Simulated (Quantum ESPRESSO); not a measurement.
Runs of Quantum ESPRESSO 7.5 on BaS. It takes space group Fm-3m (No. 225, cubic). The conventional cell has a = 6.388 Å, b = 6.388 Å, c = 6.388 Å, α = 90.00°, β = 90.00°, γ = 90.00°. Ba (site symmetry m-3m) has 6 S at 3.19 Å as nearest neighbours. Around S (site symmetry m-3m) lie 6 Ba at 3.19 Å. 

| task | level | potentials or basis | cutoff (eV) | form of the LDA correlation | gap on the mesh (eV) | pressure (GPa) | V0 of scaled cells (Å³/atom) | B0 (GPa) |
| --- | --- | --- | --- | --- | --- | --- | --- | --- |
| band structure | PBEsol | PseudoDojo 0.4.1 SR PBEsol standard | 707 | - | (a) | -0.9 | - | - |
| equation of state | rev-vdW-DF2 | PseudoDojo 0.4.1 SR PBE standard | 707 | - | - | - | 32.68 | 45 |
| band structure | LDA | PseudoDojo 0.4.1 SR LDA standard | 735 | PW92 | 2.01 | -2.2 | - | - |
| equation of state | PBEsol | PseudoDojo 0.4.1 SR PBEsol standard | 707 | - | - | - | 31.94 | 46 |
| equation of state | LDA | PseudoDojo 0.4.1 SR LDA standard | 735 | PW92 | - | - | (b) | 50 |

Alike in all rows: no spin polarisation; cell as given; k mesh 7 × 7 × 7; smearing fermi-dirac 0.05 eV.

Fill in the values left out.

(a) 2.08; (b) 31.03.

Caveats: this release of the barium file is off; spin-orbit coupling is left out, which moves the levels of the heavy elements (some runs); the potentials were made for another functional, which shifts forces and pressure (some runs).

A k mesh can miss the band edges, and the runs leave out spin-orbit coupling on Ba.

Runs at the PBE level aren't shown here.
